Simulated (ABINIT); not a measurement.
# InAs (F-43m) in ABINIT: notebook, part 2 of 2

ABINIT 10.8.3 (patched build). Earlier steps stand in the parts before.

## (4) Single point, LDA

File run.abi:

```
pp_dirpath "./"
pseudos "In.upf, As.upf"

acell 3*1.0 Angstrom
rprim
     0.0000000000     3.0180000000     3.0180000000
     3.0180000000     0.0000000000     3.0180000000
     3.0180000000     3.0180000000     0.0000000000
ntypat 2
znucl 49 33
natom 2
typat 1 2
xcart
     0.0000000000     0.0000000000     0.0000000000
     4.5270000000     4.5270000000     4.5270000000 Angstrom

ecut 925.187132 eV

kptopt 1
ngkpt 6 6 6
nshiftk 1
shiftk 0.0 0.0 0.0

ixc 7

nband 18
occopt 3
tsmear 0.05 eV

nstep 100
tolvrs 1.0e-10

iomode 3
prtwf 0
prtden 0
prteig 0
prtebands 0
```

Potentials or basis: PseudoDojo NC SR LDA v0.4.1 standard.

Run with:

```console
> abinit run.abi > log 2>&1
```

run.abo:

```text
.Version 10.8.3 of ABINIT
 Symmetries : space group F-4 3 m (#216); Bravais cF (face-center cubic)
================================================================================
 Values of the parameters that define the memory need of the present run
     intxc =       0    ionmov =       0      iscf =       7    lmnmax =       6
     lnmax =       6     mgfft =      45  mpssoang =       3    mqgrid =    3001
     natom =       2  nloc_mem =       1    nspden =       1   nspinor =       1
    nsppol =       1      nsym =      24    n1xccc =    2501    ntypat =       2
    occopt =       3   xclevel =       1
       mpw =        3545          nfft =       91125          nkpt =          16
================================================================================
================================================================================

--------------------------------------------------------------------------------
------------- Echo of variables that govern the present computation ------------
--------------------------------------------------------------------------------
 -outvars: echo values of preprocessed input variables --------
            acell      1.8897261259E+00  1.8897261259E+00  1.8897261259E+00 Bohr
              amu      1.14820000E+02  7.49215900E+01
             ecut      3.40000000E+01 Hartree
              ixc           7
         kptrlatt        6    0    0      0    6    0      0    0    6
          kptrlen      4.83932011E+01
            natom           2
            nband          18
            ngfft          45      45      45
             nkpt          16
            nstep         100
             nsym          24
           ntypat           2
           occopt           3
           prtden           0
        prtebands           0
           prteig           0
            prtwf           0
            rprim      0.0000000000E+00  3.0180000000E+00  3.0180000000E+00
                       3.0180000000E+00  0.0000000000E+00  3.0180000000E+00
                       3.0180000000E+00  3.0180000000E+00  0.0000000000E+00
          spgroup         216
           tolvrs      1.00000000E-10
           tsmear      1.83746611E-03 Hartree
            typat      1  2
           xangst      0.0000000000E+00  0.0000000000E+00  0.0000000000E+00
[... 121 lines left out ...]
 cartesian coordinates (angstrom) at end:
    1      0.00000000000000     0.00000000000000     0.00000000000000
    2      4.52700000000000     4.52700000000000     4.52700000000000

 cartesian forces (hartree/bohr) at end:
    1      0.00000000000000    -0.00000000000000    -0.00000000000000
    2     -0.00000000000000     0.00000000000000     0.00000000000000
 frms,max,avg= 7.0629605E-31 1.1065532E-30   0.000E+00  0.000E+00  0.000E+00 h/b

 cartesian forces (eV/Angstrom) at end:
    1      0.00000000000000    -0.00000000000000    -0.00000000000000
    2     -0.00000000000000     0.00000000000000     0.00000000000000
 frms,max,avg= 3.6319203E-29 5.6901256E-29   0.000E+00  0.000E+00  0.000E+00 e/A
 length scales=  1.889726125908  1.889726125908  1.889726125908 bohr
              =  1.000000000000  1.000000000000  1.000000000000 angstroms
 Fermi (or HOMO) energy (hartree) =   0.14668   Average Vxc (hartree)=  -0.36585
 Eigenvalues (hartree) for nkpt=  16  k points:
 kpt#   1, nband= 18, wtk=  0.00463, kpt=  0.0000  0.0000  0.0000 (reduced coord)
  -1.14900   -1.14900   -1.14900   -1.14859   -1.14859   -0.38357   -0.38357   -0.38357
  -0.37883   -0.37883   -0.29475    0.13009    0.14537    0.14537    0.14537    0.28644
   0.28644    0.28644
      occupation numbers for kpt#   1
   2.00000    2.00000    2.00000    2.00000    2.00000    2.00000    2.00000    2.00000
   2.00000    2.00000    2.00000    1.99976    1.34232    1.34232    1.34232    0.00000
   0.00000    0.00000
 prteigrs : prtvol=0 or 1, do not print more k-points.

--- !EnergyTerms
iteration_state     : {dtset: 1, }
comment             : Components of total free energy in Hartree
kinetic             :  1.17681628569114E+02
hartree             :  5.22052584273920E+01
xc                  : -4.31063886576965E+01
Ewald energy        : -9.28949151399889E+01
psp_core            :  4.02201200261528E+00
local_psp           : -1.44579985327866E+02
non_local_psp       : -6.55577304856761E+01
internal            : -1.72230120612107E+02
'-kT*entropy'       : -3.42234141160968E-05
total_energy        : -1.72230154835521E+02
total_energy_eV     : -4.68662126643448E+03
band_energy         : -1.55736888277648E+01
...

 Cartesian components of stress tensor (hartree/bohr^3)
  sigma(1 1)=  3.01156072E-04  sigma(3 2)=  0.00000000E+00
  sigma(2 2)=  3.01156072E-04  sigma(3 1)=  0.00000000E+00
  sigma(3 3)=  3.01156072E-04  sigma(2 1)=  0.00000000E+00

-Cartesian components of stress tensor (GPa)         [Pressure= -8.8603E+00 GPa]
- sigma(1 1)=  8.86031755E+00  sigma(3 2)=  0.00000000E+00
- sigma(2 2)=  8.86031755E+00  sigma(3 1)=  0.00000000E+00
- sigma(3 3)=  8.86031755E+00  sigma(2 1)=  0.00000000E+00

== END DATASET(S) ==============================================================
================================================================================

 -outvars: echo values of variables after computation  --------
            acell      1.8897261259E+00  1.8897261259E+00  1.8897261259E+00 Bohr
           etotal     -1.7223015484E+02
            fcart      1.1065532494E-30 -3.6885108313E-31 -3.6885108313E-31
                      -1.1065532494E-30  3.6885108313E-31  3.6885108313E-31
            rprim      0.0000000000E+00  3.0180000000E+00  3.0180000000E+00
                       3.0180000000E+00  0.0000000000E+00  3.0180000000E+00
                       3.0180000000E+00  3.0180000000E+00  0.0000000000E+00
           strten      3.0115607248E-04  3.0115607248E-04  3.0115607248E-04
                       0.0000000000E+00  0.0000000000E+00  0.0000000000E+00
           xangst      0.0000000000E+00  0.0000000000E+00  0.0000000000E+00
                       4.5270000000E+00  4.5270000000E+00  4.5270000000E+00
             xred      0.0000000000E+00  0.0000000000E+00  0.0000000000E+00
                       7.5000000000E-01  7.5000000000E-01  7.5000000000E-01
 Calculation completed.
```

Run time: 39 s. Hardware: 1 thread of Arm Neoverse V1, shared host; peak memory 0.08 GiB.

Results:

```yaml
Free_energy: -4686.6213 eV
Band_gap_on_the_k_mesh: none (metal or under the smearing width)
Valence_electrons_inside_the_program's_atomic_spheres: In 9.91; As 12.39
```

Caveat: the cutoff is too short for stress, so the log's stress isn't used; this crystal is a semiconductor, whose small gap the functional closes, so the metal is an error of the method.

## (5) The runs side by side

| level | potentials or basis | spin | cutoff (eV) | fine-grid cutoff | gap on the mesh (eV) |
| --- | --- | --- | --- | --- | --- |
| PBE | JTH PAW PBE v2.0 | SOC, no magnetisation | 435 | 870.764 eV | none |
| PBE | JTH PAW PBE v2.0 sp | off | 272 | 544.228 eV | none |
| LDA | PseudoDojo NC SR LDA v0.4.1 standard | off | 925 | - | none |

Alike in all rows: task single point; cell as given; k mesh 6 × 6 × 6; smearing fermi-dirac 0.05 eV.

Caveats: this crystal is a semiconductor, whose small gap the functional closes, so the metal is an error of the method; this set keeps more shells in the core, which shifts pressures and gaps (some runs); the atomic spheres overlap (some runs).

Absolute energies hang on the potentials; compare differences alone.

## (6) How close it comes

Step 4. A measured gap of InAs is 0.418 eV (direct; 4.2 K; a printed reference work, data compilation); the calculated 0.00 eV misses it by -0.42 eV. Spin-orbit coupling on As, In is left out. The value is that of LDA on a finite k mesh, which can miss the band edges, without temperature or zero-point motion. Semilocal functionals fall short of measured gaps as a rule.
